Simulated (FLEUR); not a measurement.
**Fe under changes of volume**

One of the cells (9.857 Å³/atom); the others are scaled copies at fixed shape and fractional positions:

```
Fe
1.0
     2.43416    0.00000    0.00000
    -1.21708    2.10804    0.00000
     0.00000    0.00000    3.84193
Fe
2
Direct
  0.66667 0.33333 0.75000
  0.33333 0.66667 0.25000
```

This isn't the form of Fe at room conditions, which is bcc.

* Program: FLEUR MaX-R8.1 (later development tree)
* Functional: SCAN
* Potentials or basis: all-electron
* Basis: FLAPW
* Kmax: 4.85 1/bohr
* k mesh: 12 × 12 × 7
* Occupations: fermi-dirac, width 0.05 eV
* Spin: collinear spin, ferromagnetic start
* Starting moments: [3.0, 3.0] μB

| volume (Å³/atom) | energy over the lowest point (meV/atom) | moment (μB per cell) |
| --- | --- | --- |
| 9.266 | 388.97 | 4.93 |
| 9.463 | 299.31 | 4.98 |
| 9.857 | 155.46 | 5.13 |
| 10.251 | ? | ? |
| 10.448 | 0.00 | 5.34 |

Problem. What does the run at 10.251 Å³/atom give?

Solution. Energy over the lowest point 44.23 meV/atom; moment 5.29 μB per cell.

Worked out: A Birch-Murnaghan fit of order 2 (a polynomial in V^(-2/3)) to the other rows has no minimum within the range. It gives 44.16 meV/atom at 10.251 Å³/atom, against the run's 44.23. A parabola through the other rows of the moment, of slope 0.371 μB per Å³/atom there, gives 5.27 μB, against the run's 5.29.

Energies are extrapolated to zero smearing.

Caveats: the meta-GGA is that of a development version, with a GGA for the radial functions and cores and without core tails.
